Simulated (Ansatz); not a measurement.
Ansatz input file:

```yaml
crystal:
  lattice:
    - [3.8677060746, 0.0, 0.0]
    - [0.0, 3.8677060746, 0.0]
    - [0.0, 0.0, 28.468189471]
  atoms:
    - { symbol: Si, position: [-0.0634274797, 0.5, 0.27947647] }
    - { symbol: Si, position: [-0.2697055859, 0.0, 0.3190185864] }
    - { symbol: Si, position: [0.2358185533, 0.0, 0.3678730517] }
    - { symbol: Si, position: [0.2342575989, 0.5, 0.4162289065] }
    - { symbol: Si, position: [-0.2655338488, 0.5, 0.4641937619] }
    - { symbol: Si, position: [-0.2651037512, 0.0, 0.5148269809] }
basis:
  ecutwfc: 420
kpoints:
  mp_grid: { grid: [9, 9, 1] }
hamiltonian:
  xc: pbe
scf:
  occupations: { method: gaussian, width: 0.1 }
output:
  forces: true
  stress: true
  eigenvalues: true
efield:
  axis: 3
  dipole_correction: true
  ramp_width: 0.04
```

Command:
```bash
ansatz run input.yaml --threads 4 --pin off --max-ram 10240MiB --backend cpu --events-out ev --progress --plain --runs-dir out
```

Theory: Ansatz 0.2.0, DFT PBE, scalar-relativistic, plane waves, PAW.

From the run's log, abridged:

```
Pseudopotentials: kind: paw
Pseudopotential: Si, paw, valence charge 4, recommended cutoff 420 eV (normal)
Functional definition: PBE
Crystal: 6 atoms, lattice volume = 425.860 Å³
Basis set: ecut = 420 eV, 8415 PW (Γ), exchange–correlation on 54×54×384 points (8 copies of the dense FFT grid, shifted against one another)
Bands: 18, of which v1, the nominal top of the filled ones, is band 12 counted from 1 (11 counted from 0)
Symmetry: 2 space group operations
Space group: Pm (ITA 6), of the structure as read, at distance tolerance 7.5e-5 Å
k-points: 25 of 81 (time reversal used)
Initial density: superposition of atomic densities (neutral atoms: chi_scale 0, normalization atom), corrected by the library's trained network
Initial wavefunctions: pseudopotential atomic-orbital guess
Functional: x = pbe(κ = 0.804, μ = 0.21951497), c = pbe(β = 0.06672455)
SCF iter   1: F=—  HF=-3810.993373 eV  |F-HF|=—  |Δ(HF+E_count)|=         —  Δρ=2.05e-3  dr2=2.27e-1  ethr=1.77e-3  p=-0.029 e·Å  D=-1.22e-2 V/Å  ΔV_dip=0.35 eV  dr2_dipole=7.54e-2  V_vac-E_F(+/−)=5.38/5.03 eV  ⟨swp⟩=9.7  Hψ=3561  notcnv=0
efield: sawtooth ramp at fractional position 0.8772 (placed from the atoms, in the widest stretch of the axis that holds none; the zero of the levels goes with the place), width 0.0400; the density the first Hamiltonian is built on has a dipole p = -0.029 e·Å; the dipole correction subtracts the counter field D = -1.22e-2 V/Å, which shifts the + side's vacuum level by +0.35 eV against the − side's; the planar-averaged density in the ramp window peaks in size at 5.3e-7 e/Å³
SCF iter   2: F=—  HF=-3810.984945 eV  |F-HF|=—  |Δ(HF+E_count)|=   8.43e-3  Δρ=8.27e-4  dr2=6.28e-3  ethr=9.47e-4  p=-0.043 e·Å  D=-1.82e-2 V/Å  ΔV_dip=0.52 eV  dr2_dipole=1.53e-4  V_vac-E_F(+/−)=5.44/4.92 eV  ⟨swp⟩=1.0  Hψ=650  notcnv=0  defer=4
SCF iter   3: F=—  HF=-3810.984976 eV  |F-HF|=—  |Δ(HF+E_count)|=   3.10e-5  Δρ=2.83e-4  dr2=1.67e-3  ethr=2.62e-5  p=-0.043 e·Å  D=-1.83e-2 V/Å  ΔV_dip=0.52 eV  dr2_dipole=8.80e-5  V_vac-E_F(+/−)=5.43/4.91 eV  ⟨swp⟩=2.6  Hψ=715  notcnv=0  defer=4
SCF iter   4: F=—  HF=-3810.984872 eV  |F-HF|=—  |Δ(HF+E_count)|=   1.05e-4  Δρ=1.01e-4  dr2=2.90e-4  ethr=6.95e-6  p=-0.044 e·Å  D=-1.86e-2 V/Å  ΔV_dip=0.53 eV  dr2_dipole=7.33e-7  V_vac-E_F(+/−)=5.43/4.90 eV  ⟨swp⟩=1.4  Hψ=491  notcnv=0  defer=4
SCF iter   5: F=—  HF=-3810.984862 eV  |F-HF|=—  |Δ(HF+E_count)|=   1.00e-5  Δρ=4.56e-5  dr2=5.79e-5  ethr=1.21e-6  p=-0.044 e·Å  D=-1.87e-2 V/Å  ΔV_dip=0.53 eV  dr2_dipole=4.29e-6  V_vac-E_F(+/−)=5.42/4.89 eV  ⟨swp⟩=2.4  Hψ=566  notcnv=0  defer=4
SCF iter   6: F=—  HF=-3810.984809 eV  |F-HF|=—  |Δ(HF+E_count)|=   5.23e-5  Δρ=6.26e-6  dr2=1.67e-6  ethr=2.41e-7  p=-0.044 e·Å  D=-1.88e-2 V/Å  ΔV_dip=0.53 eV  dr2_dipole=1.07e-7  V_vac-E_F(+/−)=5.42/4.89 eV  ⟨swp⟩=2.6  Hψ=624  notcnv=0  defer=4
SCF iter   7: F=-3810.984809 eV  HF=-3810.984809 eV  |F-HF|=3.45e-8  |Δ(HF+E_count)|=   4.42e-8  Δρ=1.81e-6  dr2=4.65e-8  ethr=4.17e-10  p=-0.044 e·Å  D=-1.87e-2 V/Å  ΔV_dip=0.53 eV  dr2_dipole=3.67e-9  V_vac-E_F(+/−)=5.42/4.88 eV  ⟨swp⟩=11.4  Hψ=2956  notcnv=0
SCF 1 converged in 7 iterations: F = -3810.984809 eV  dr2 = 4.65e-8
SCF converged after 7 iterations
Free energy (F): -3810.984809 eV
Harris-Foulkes:  -3810.984809 eV  (|F-HF|=3.45e-8)
Internal energy: -3810.962696 eV  (E = F + TS)
E sigma→0 (E₀):  -3810.973753 eV
Entropy (-TS):   -0.022113 eV (-3.686 meV/atom)
Fermi energy:    -1.963165 eV
Dipole field:    D = -0.018686 V/Å  (p = -0.043976 e·Å, saw-weighted, corrected)
Work function:   Φ+ = 5.4174 eV   Φ− = 4.8855 eV
Levels:          The Fermi level and band energies are counted from a zero that moves with the ramp; work functions are not
--- Per-component energies (eV) ---
  E_band       = -153.727114
  E_kinetic    = 230.597061
  E_local      = -8534.661917  (includes V_loc(G=0)·N_el)
  E_nonlocal   = 155.556989
  E_hartree    = 4140.189737
  E_xc         = -325.559731
  E_vxc        = -272.638916  (∫ρ·V_xc dr)
  E_paw        = -3074.620974  (= ΣΔE_a)
  E_vpaw       = -12.900898  (= ΣTr[D̂ρ^β])
  E_aug_tail   = 0.000041  (compensation charges beyond the density's cutoff)
  E_efield     = 0.000411  (sawtooth field / dipole correction)
  E_vefield    = -0.044484  (∫n·V_field dr)
  E_ewald      = 3597.535687
  E_smearing   = -0.022113  (= −TS)
--- Forces (eV/Å), atoms counted from 1 ---
  atom   1  Si    -0.06090495     0.00000000     0.07982558
  atom   2  Si     0.07240836     0.00000000    -0.14834509
  atom   3  Si    -0.06134920     0.00000000     0.11093152
  atom   4  Si     0.06912866     0.00000000     0.06927072
  atom   5  Si    -0.06021183     0.00000000     0.44061424
  atom   6  Si     0.04092227     0.00000000    -0.55233036
--- Stress (GPa, compression-positive) ---
       -1.098690       0.000000       0.057887
        0.000000      -0.698759       0.000000
        0.057887       0.000000      -0.376893
  P = ⅓ Tr σ = -0.7248 GPa (-7.248 kbar)
--- Band table (eV; the first three rows and the last of 25) ---
  k-point 0: bands = ["-13.3048", "-12.0697", "-10.2076", "-7.9437", "-5.4311", "-4.3347", "-4.2321", "-3.2583", "-3.1085", "-2.8108", "-2.1175", "-1.6461", "-1.3639", "-0.7465", "-0.0650", "0.2496", "0.3313", "1.3127"]
  k-point 1: bands = ["-13.2008", "-11.9752", "-10.0977", "-8.0322", "-5.7194", "-4.8161", "-4.1569", "-3.7189", "-3.3001", "-3.0537", "-2.2595", "-1.6265", "-1.0650", "-0.3412", "0.1697", "0.7000", "0.7914", "1.3160"]
  k-point 2: bands = ["-12.8943", "-11.7086", "-9.7754", "-8.4149", "-6.5886", "-5.3753", "-4.7208", "-3.9517", "-3.7421", "-2.9457", "-2.1239", "-2.0940", "-0.8137", "0.1881", "0.4086", "1.0453", "1.3430", "1.9343"]
  k-point 24: bands = ["-10.2502", "-9.6930", "-9.3111", "-8.9401", "-8.4828", "-8.0668", "-5.6521", "-5.2206", "-4.7741", "-4.3371", "-3.5373", "-2.5538", "-2.3651", "-1.8959", "-0.2484", "0.5365", "0.8857", "1.4321"]
```

The calculation finished and met its thresholds.

The run took 3.1 s on 4 threads of Intel(R) Xeon(R) Platinum 8488C (Sapphire Rapids), with other jobs on the host, peak memory 0.72 GiB.